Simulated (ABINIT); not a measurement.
The system is Br.

```xyz
4
Lattice="3.3632 -2.3226 0.0000 3.3632 2.3226 0.0000 0.0000 0.0000 8.7023" Properties=species:S:1:pos:R:3 pbc="T T T"
Br    3.3632    0.6266    3.3948
Br    3.3632    1.6959    7.7459
Br    3.3632   -0.6266    5.3075
Br    3.3632   -1.6959    0.9564
```

Base run:

| Quantity | Value |
| --- | --- |
| Program | ABINIT 10.8.3 (patched build) |
| Functional | LDA |
| Potentials or basis | PseudoDojo NC SR LDA v0.4.1 standard |
| Cutoff | 490 eV |
| k mesh | 5 × 5 × 2 |
| Occupations | fermi-dirac, width 0.05 eV |
| Spin | no spin polarisation |

Its results: band gap on the k mesh 1.73 eV, indirect (least direct gap 1.75 eV); pressure -1.7 GPa; largest force 0.693 eV/Å.

The run is repeated on the same cell with these changes: functional from LDA to PBEsol; potentials or basis from PseudoDojo NC SR LDA v0.4.1 standard to JTH PAW PBE v2.0; cutoff from 490 eV to 299 eV. What comes out?

Band gap on the k mesh 1.84 eV, indirect (least direct gap 1.86 eV); pressure 0.1 GPa; largest force 0.745 eV/Å.

Caveats: an odd mesh through Γ misses points on the zone boundary, where band edges often lie; the PAW data sets were made with another functional, which shifts forces and pressure a little (some runs); the atomic spheres overlap (some runs).
